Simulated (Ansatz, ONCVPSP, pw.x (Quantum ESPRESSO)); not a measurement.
## hafnium (Hf) (fcc): variants of one ONCV potential in the solid

* Element: Hf
* Generator: ONCVPSP 4.0.1
* Type: optimised norm-conserving Vanderbilt (ONCV)
* Functional: PBE
* Relativity: scalar-relativistic
* Frozen core: [Kr] 4d10 4f14
* Valence charge: 12
* Reference configuration: 5s2 5p6 5d2 6s2
* Partial waves: 5s+6s: rc 2.00 bohr, ncon 4, nbas 8, qcut 5.3 1/bohr, 2 projectors; 5p: rc 1.55 bohr, ncon 3, nbas 6, qcut 7.1 1/bohr, 2 projectors, debl 3.1 Ha; 5d: rc 2.00 bohr, ncon 3, nbas 6, qcut 4.9 1/bohr, 1 projector
* Local potential: polynomial inside 1.35 bohr (lpopt 5, dvloc0 0 Ha)
* Core correction: Teter function, fcfact 3.75, rcfact 1.8

Crystal test: fcc Hf in pw.x 7.5, no spin, 13³ k-points, Fermi–Dirac smearing 0.01 Ry, cutoffs set for each file from its atomic test. The reference is all-electron LAPW (Ansatz 0.2.0) with the same functional, mesh and smearing; V0 and B0 come from Birch–Murnaghan fits to the pressures at five volumes. Errors are pseudo minus all-electron; Δ is the rms difference of the E(V) curves that follow from these fits, minima aligned, over ±6 % about the mean V0. Mesh and smearing are coarse, so the numbers serve the comparison and aren't converged zero-temperature values; the lattice is a test structure that the element need not adopt.

All-electron: a0 = 4.490 Å (V0 = 22.63 Å³/atom), B0 = 101.6 GPa.

Base: Atomic configuration tests: 1 of 4 tests not solved or not reliable.

```json
{"change": "base", "cutoffs (Ry)": "55/220", "pw.x": "converged", "a0 (Å)": "4.475", "a0 error (%)": "-0.33", "B0 error (%)": "+1.0", "Δ (meV/atom)": "5.0", "mean pressure error (GPa)": "-1.00"}
{"change": "d: rc 1.38", "cutoffs (Ry)": "55/220", "pw.x": "converged", "a0 (Å)": "4.479", "a0 error (%)": "-0.25", "B0 error (%)": "+0.8", "Δ (meV/atom)": "3.8", "mean pressure error (GPa)": "-0.76"}
{"change": "d: rc 1.84", "cutoffs (Ry)": "55/220", "pw.x": "converged", "a0 (Å)": "4.476", "a0 error (%)": "-0.32", "B0 error (%)": "+1.0", "Δ (meV/atom)": "4.8", "mean pressure error (GPa)": "-0.96"}
{"change": "d: rc 2.06", "cutoffs (Ry)": "55/220", "pw.x": "converged", "a0 (Å)": "4.475", "a0 error (%)": "-0.33", "B0 error (%)": "+1.0", "Δ (meV/atom)": "4.9", "mean pressure error (GPa)": "-1.00"}
{"change": "d: rc 2.48", "cutoffs (Ry)": "55/220", "pw.x": "converged", "a0 (Å)": "4.479", "a0 error (%)": "-0.24", "B0 error (%)": "+0.6", "Δ (meV/atom)": "3.6", "mean pressure error (GPa)": "-0.72"}
{"change": "d: rc 2.76", "cutoffs (Ry)": "55/220", "pw.x": "converged", "a0 (Å)": "4.482", "a0 error (%)": "-0.17", "B0 error (%)": "-0.0", "Δ (meV/atom)": "2.6", "mean pressure error (GPa)": "-0.52"}
```
